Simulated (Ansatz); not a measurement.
Runs of Ansatz 0.2.0 on InSe. The structure is trigonal, space group R3m (No. 160). Conventional cell: a = 4.000 Å, b = 4.000 Å, c = 25.320 Å, α = 90.00°, β = 90.00°, γ = 120.00°. Around In (site symmetry 3m) lie 3 Se at 2.63 Å and 1 In at 2.82 Å. Around In (site symmetry 3m) lie 3 Se at 2.64 Å and 1 In at 2.82 Å. Se (site symmetry 3m) has 3 In at 2.63 Å as nearest neighbours. Se (site symmetry 3m) is surrounded by 3 In at 2.64 Å. 

```tsv
task	level	spin	cell	k mesh	cutoff (eV)	smearing	points for each segment of the path	atoms under strain	gap on the mesh (eV)	pressure (GPa)	relaxed volume (Å³/atom)	largest force (eV/Å)
band structure	LDA	off	as given	8 × 8 × 8	420	fermi-dirac 0.05 eV	14	-	0.22	-1.5	-	0.24
relaxation of cell and atoms	LDA	off	relaxed	8 × 8 × 8	420	fermi-dirac 0.05 eV	-	-	-	0.0	27.80	-
relaxation of cell and atoms	RPBE+D4	off	relaxed	8 × 8 × 8	420	fermi-dirac 0.05 eV	-	-	0.41	0.0	(a)	-
elastic constants	LDA	off	as given	6 × 6 × 6	420	fixed	-	relaxed	0.27	-1.0	-	-
band structure	r2SCAN	SOC, no magnetisation	as given	6 × 6 × 6	500	fermi-dirac 0.05 eV	14	-	0.85	1.1	-	0.24
relaxation of cell and atoms	PBEsol+D3(BJ)	off	relaxed	8 × 8 × 8	420	fermi-dirac 0.05 eV	-	-	0.34	0.0	27.38	-
relaxation of cell and atoms	PBEsol+D4	off	relaxed	8 × 8 × 8	420	fermi-dirac 0.05 eV	-	-	0.31	0.0	(b)	-
relaxation of cell and atoms	RPBE+D3(BJ)	off	relaxed	8 × 8 × 8	420	fermi-dirac 0.05 eV	-	-	0.71	0.0	23.65	-
```

Alike in all rows: potentials or basis Ansatz PAW.

Q: Estimate the missing entries.

A: (a) 28.58; (b) 27.98.

Caveats: the PAW data sets come from PBE, with cores solved anew for the run's functional, which leaves a small shift of forces and pressure; spin-orbit coupling is left out, which moves the levels of the heavy elements (some runs); the plane-wave basis is chosen anew once the cell has moved, so the energies of steps on either side of that aren't comparable (some runs); the volume moved by over 15 % at a fixed basis, so the end points are rough (some runs); the volume moved by -19 % from the deposited cell, more than functionals usually miss (some runs).

A k mesh can miss the band edges, and rows without SOC leave out spin-orbit coupling on In, Se.

Runs at the PBE level aren't shown here.
